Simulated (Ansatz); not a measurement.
Strain response of HfSi$_{2}$

Theory: DFT PBE, scalar-relativistic, plane waves, PAW in Ansatz. Settings: 420 eV cutoff, 10×4×10 k-mesh, Gaussian smearing of 0.10 eV, no spin polarisation.

The relaxed crystal:

```
Hf Si
1.0
     3.68253    0.00000    0.00000
     0.00000   14.59200    0.00000
     0.00000    0.00000    3.65979
Hf Si
4 8
Direct
  0.00000 0.10546 0.25000
  0.50000 0.39454 0.75000
  0.50000 0.60546 0.25000
  0.00000 0.89454 0.75000
  0.00000 0.44572 0.25000
  0.50000 0.05428 0.75000
  0.50000 0.24972 0.25000
  0.00000 0.25028 0.75000
  0.50000 0.94572 0.25000
  0.00000 0.55428 0.75000
  0.00000 0.74972 0.25000
  0.50000 0.75028 0.75000
```

Deformation: biaxial strain in the a-b plane, with the length and tilt of c and the atoms relaxed, all within the symmetry that the strain leaves. Energies are extrapolated to zero smearing.

Spin–orbit coupling is left out, which can shift energies with elements as heavy as these.

| strain (%) | ΔE (meV/atom) | a (Å) | b (Å) | c (Å) |
| --- | --- | --- | --- | --- |
| -3.0 | 23.1 | 3.572 | 14.154 | 3.732 |
| -2.0 | 10.1 | 3.609 | 14.300 | 3.705 |
| -1.0 | 2.4 | 3.646 | 14.446 | 3.682 |
| +0.0 | 0.0 | 3.683 | 14.592 | 3.660 |
| +1.0 | 2.4 | 3.719 | 14.738 | 3.637 |
| +2.0 | 9.1 | 3.756 | 14.884 | 3.614 |
| +3.0 | 19.9 | 3.793 | 15.030 | 3.593 |

Problem. What stiffness (1/V) d²E/dε² at zero strain does a cubic fit over all points give?

Solution. A cubic fit gives (1/V) d²E/dε² = 468 GPa at zero strain (twice the biaxial modulus).

Problem. How does the free axis c answer a small strain?

Solution. Between the innermost points its strain is -0.62 times the applied one.